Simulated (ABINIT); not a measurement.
The system is HfN.

```
CELL_PARAMETERS angstrom
0.00000 2.45482 2.45482
2.45482 0.00000 2.45482
2.45482 2.45482 0.00000
ATOMIC_POSITIONS crystal
Hf 0.00000 0.00000 0.00000
N 0.25000 0.25000 0.25000
```

The cell comes from a database or a generator and needn't be the stable form of this composition.

Base run:

| Property | Result |
| --- | --- |
| Program | ABINIT 10.8.3 (patched build) |
| Functional | SCAN |
| Potentials or basis | JTH PAW PBE v2.0 |
| Cutoff | 844 eV |
| k mesh | 9 × 9 × 9 |
| Occupations | fermi-dirac, width 0.05 eV |
| Spin | no spin polarisation |

Its results: band gap on the k mesh none (metal or under the smearing width); pressure -3.2 GPa.

Problem. The run is repeated on the same cell with these changes: functional from SCAN to PBE. What comes out?

Solution. Band gap on the k mesh none (metal or under the smearing width); pressure 0.2 GPa.

Caveats: the PAW data sets were made with another functional, which shifts forces and pressure a little (some runs).
